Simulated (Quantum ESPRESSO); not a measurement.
Write an ASE script for Quantum ESPRESSO 7.5 that does the following.

```
Task                   : equation of state
Functional             : RPBE
Dispersion             : D4
Potentials or basis    : PseudoDojo 0.4.1 SR PBE standard
Cutoff                 : 544 eV
Density cutoff         : 2177 eV
k mesh                 : 11 × 11 × 11
Occupations            : fermi-dirac, width 0.05 eV
Spin                   : no spin polarisation
Dispersion computed by : dftd4 4.3.1 through ASE
Mixing beta            : 0.5
Most SCF iterations    : 120
SCF threshold          : 2e-10 Ry
```

The system is Al.

```
Al
1.0
     0.00000    2.02481    2.02481
     2.02481    0.00000    2.02481
     2.02481    2.02481    0.00000
Al
1
Direct
  0.00000 0.00000 0.00000
```

These files were run (other wordings do the same):

run.py

```python
import numpy as np
from ase.calculators.espresso import Espresso, EspressoProfile
from ase import Atoms

atoms = Atoms(['Al'],
              cell=[[0.0, 2.024805, 2.024805], [2.024805, 0.0, 2.024805], [2.024805, 2.024805, 0.0]],
              scaled_positions=[[0.0, 0.0, 0.0]],
              pbc=True)

input_data = {
    'control': {'calculation': 'scf', 'prefix': 'pwscf', 'outdir': './tmp', 'tprnfor': True, 'tstress': True, 'disk_io': 'nowf'},
    'system': {'ecutwfc': 40.0, 'nbnd': 6, 'input_dft': 'rpbe', 'occupations': 'smearing', 'smearing': 'fd', 'degauss': 0.00367493},
    'electrons': {'conv_thr': 2e-10, 'electron_maxstep': 120, 'mixing_beta': 0.5},
}
pseudopotentials = {'Al': 'Al.upf'}
profile = EspressoProfile(command='pw.x', pseudo_dir='pseudo')
dft = Espresso(profile=profile, input_data=input_data, pseudopotentials=pseudopotentials, kpts=(11, 11, 11), koffset=(0, 0, 0))
from ase.calculators.mixing import SumCalculator
from dftd4.ase import DFTD4
d4 = DFTD4(method='rpbe')
atoms.calc = SumCalculator([dft, d4])

from ase.eos import EquationOfState
from ase.units import GPa
cell, v, e = atoms.cell.copy(), [], []
for x in [0.94, 0.96, 0.98, 1.0, 1.02, 1.04, 1.06]:
    atoms.set_cell(cell * x ** (1 / 3), scale_atoms=True)
    v.append(atoms.get_volume() / len(atoms))
    e.append(atoms.get_potential_energy() / len(atoms))
    print(f'V {v[-1]:.6f} A^3/atom  E {e[-1]:.8f} eV/atom')
v0, e0, b0 = EquationOfState(v, e, eos='birchmurnaghan').fit()
print(f'V0 {v0:.5f} A^3/atom  E0 {e0:.6f} eV/atom  B0 {b0 / GPa:.2f} GPa')
```

Potentials or basis: PseudoDojo 0.4.1 SR PBE standard.

Command:

```console
$ OMP_NUM_THREADS=1 python run.py
```

It gave:

The equilibrium volume is 15.29 Å³/atom (rough: see the caveat) and the bulk modulus is 95 GPa (rough).

Caveat: the potentials were made for another functional, which shifts forces and pressure; the minimum lies outside the volumes run.

It took 24 s on 1 thread of Arm Neoverse V1, on a shared host, peak memory 0.08 GiB.
